The band gap $E_g$ is the energy between the highest filled and the lowest empty orbital. Here it is computed for wurtzite ZnS with twelve density functionals, all on the same fixed crystal, and in each run the k mesh puts both band edges at $\Gamma$. Three sizes are worth remembering: going from LDA to PBE adds about 0.2 eV, going on to SCAN adds another 0.5 eV, and TB-mBJ adds a further 1 eV. The measured gap is roughly 3.8 eV (a recalled value), so only the last step closes most of the error.

Kohn-Sham band gaps of wurtzite ZnS (4-atom cell, fixed geometry), computed with VASP and PAW potentials, without spin polarization or spin-orbit coupling. All runs use an 8×8×5 k mesh and a smearing width of 0.05 eV. The basis column gives the plane-wave cutoff, and gaps are read along the band path.

| method | rung | potentials | basis | gap (eV) |
| --- | --- | --- | --- | --- |
| LDA | LDA | VASP PAW LDA potentials, recommended | 520 eV | 2.020 |
| BLYP | GGA | VASP PAW PBE potentials, recommended | 520 eV | 2.259 |
| PBE | GGA | VASP PAW PBE potentials, minimal, release 54 | 500 eV | 2.253 |
| PBEsol | GGA | VASP PAW PBE potentials, recommended | 520 eV | 2.115 |
| PW91 | GGA | VASP PAW PBE potentials, recommended | 520 eV | 2.240 |
| revPBE | GGA | VASP PAW PBE potentials, recommended | 520 eV | 2.378 |
| LMBJ | meta-GGA | VASP PAW PBE potentials, recommended | 520 eV | 3.116 |
| MS2 | meta-GGA | VASP PAW PBE potentials, recommended | 520 eV | 2.642 |
| SCAN | meta-GGA | VASP PAW PBE potentials, recommended | 520 eV | 2.769 |
| TB-mBJ | meta-GGA | VASP PAW PBE potentials, recommended | 520 eV | 3.837 |
| TPSS | meta-GGA | VASP PAW PBE potentials, recommended | 520 eV | 2.457 |
| revTPSS | meta-GGA | VASP PAW PBE potentials, recommended | 520 eV | 2.406 |

One entry should not be used as it stands. The LMBJ run has a tabulated gap of 3.116 eV, but its own band edges on the mesh lie 3.874 eV apart; in the other eleven runs the two readings agree. The mesh value lies within 0.04 eV of that of the closely related TB-mBJ, so the path reading is the suspect one, though the outputs do not show what went wrong in it. Comparing the two readings is a cheap check that catches such a case before the number reaches a device model. The band runs of BLYP, PBE, PBEsol and revPBE used Gaussian rather than Fermi-Dirac smearing, a difference that is harmless at gaps of this size.

The gaps of LDA and the GGAs are too small for two reasons that theory supplies. The exact potential of density-functional theory would jump by a constant when an electron is added, and this jump belongs to the true gap; LDA and GGA potentials lack it. They also place the filled Zn 3d shell too high in energy, because each d electron partly repels itself. The 3d shell then lies too close beneath the S 3p states at the valence top and pushes them up, towards the conduction band.

Choosing a different GGA does not cure this. The five GGAs spread over 0.26 eV, slightly more than the step from LDA to PBE. PBEsol, PBE and revPBE respond more and more strongly to gradients of the density, and their gaps rise in that order. BLYP, PBE and PW91 lie within 0.02 eV of one another, which is too close to rank them: PBE ran with a different set of potentials and a slightly lower cutoff, and the other two borrowed potentials made for PBE.

The meta-GGAs also use the kinetic-energy density of the orbitals. In TPSS, revTPSS, MS2 and SCAN this makes the potential an operator that can act differently on filled and empty states, so part of the lost jump can return. How much of each gain comes from this, and how much from other changes in the functional, is not separated here. The gain depends strongly on the functional: revTPSS lies only 0.03 eV above the highest GGA, whereas SCAN reaches 2.77 eV. The label "meta-GGA" therefore promises little by itself. All four ran on potentials made for PBE, a mismatch whose effect on the gap is not tested here.

TB-mBJ takes another route. It is a model potential made more repulsive where the density is low, and the conduction state is expected to reach further into such regions than the valence top does. Its strength was originally adjusted to measured gaps of solids, so its 3.84 eV is no independent test: it shows that the recipe works for ZnS, a solid of the kind it was adjusted to, not that its physics is exact. Temperature, zero-point motion, spin-orbit coupling and the binding of electron and hole are left out, and together they can matter at the level of 0.1 eV.

What this means in practice is clearest for a ZnS buffer or window layer in a solar cell, which has to let visible light through. The absorption edge lies at the wavelength $\lambda = hc/E_g$, with $h$ Planck's constant and $c$ the speed of light. LDA puts it at 614 nm, in the orange, and SCAN at 448 nm, still in the visible, where violet meets blue; TB-mBJ puts it at 323 nm, in the ultraviolet. A device simulation fed with any of the smaller gaps would make a transparent layer absorb.

A good gap does not guarantee good bands. From PBE to TB-mBJ, the distance between the two lowest conduction levels at $\Gamma$ shrinks by 18 %, so the potential does more than lift the empty bands rigidly. TB-mBJ is known to flatten bands in many solids, so carrier masses taken from it need a separate check.

Nor can TB-mBJ supply the structure, because it has no matching energy from which forces follow. The structure in turn affects the gap. If $p$ is the internal pressure of the cell, positive when the cell wants to expand, relaxation changes the gap by about $-ap$, with $a \approx 0.06$ eV/GPa as a rough recalled value for ZnS. LDA has $p = -3.7$ GPa, so its cell would shrink and its gap would grow by $0.06 \times 3.7 \approx 0.2$ eV. That alone is as large as the whole step from LDA to PW91 at fixed cell. PW91 has $p = 2.4$ GPa, so its cell would expand and its gap would fall by about 0.1 eV; the order of these two may well reverse on relaxation. The atoms are unrelaxed too: forces along the c axis remain on them, and their effect on the gap is not tested here.

The sensible order of work is to settle the cell and the atomic positions with SCAN or with a GGA made for solids, such as PBEsol, or take them from experiment, and then to compute the gap with TB-mBJ on that fixed structure. The extra cost is modest: the kinetic-energy density adds work to each step and can slow convergence, but none of these levels needs the far more expensive exact exchange. For a first look at the band structure PBE is enough, provided its gap is not passed on as a material constant. The output below lists the steps and level spacings behind this advice.

Numerical output:

```
Gaps at Gamma and what they imply:
      row  mesh gap (eV)  shortfall from rough 3.8 eV (%)  absorption edge (nm)  first to second conduction level (eV)  valence top to deeper level (eV)
      LDA           2.02                            46.85                   614                                 0.7783                             0.876
     BLYP          2.259                            40.56                 548.9                                 0.7531                             0.848
      PBE          2.253                            40.71                 550.4                                 0.7449                             0.857
   PBEsol          2.115                            44.33                 586.2                                 0.7667                             0.871
     PW91           2.24                            41.04                 553.4                                 0.7515                             0.857
   revPBE          2.378                            37.42                 521.4                                 0.7059                             0.852
     LMBJ          3.874                           -1.958                   320                                 0.6056                             0.751
      MS2          2.642                            30.47                 469.3                                  0.741                             0.864
     SCAN          2.769                            27.12                 447.8                                 0.6946                             0.877
   TB-mBJ          3.837                          -0.9737                 323.2                                   0.61                             0.753
     TPSS          2.458                            35.33                 504.6                                 0.7265                             0.854
  revTPSS          2.406                            36.68                 515.4                                  0.748                             0.855
Step from LDA to PBE (eV): 0.233
Spread among the five GGAs (eV): 0.263
Spread among the four meta-GGAs with an energy functional (eV): 0.363
Mean of these meta-GGAs less mean of the GGAs (eV): 0.3195
Lowest of these meta-GGAs less highest GGA (eV): 0.028
Step from PBE to SCAN (eV): 0.516
Step from SCAN to TB-mBJ (eV): 1.068
Step from PBE to TB-mBJ (eV): 1.584
LMBJ mesh gap less its tabulated gap (eV): 0.7584
LMBJ less TB-mBJ, both mesh gaps (eV): 0.0374
Change of conduction spacing from PBE to TB-mBJ (%): -18.11
Change of valence spacing from PBE to TB-mBJ (%): -12.14
Change of valence spacing from PBE to SCAN (%): 2.334
Rough gap change if the LDA cell relaxed (eV): 0.2206
Rough gap change if the PW91 cell relaxed (eV): -0.1438
Step from LDA to PW91 at fixed cell (eV): 0.22
```
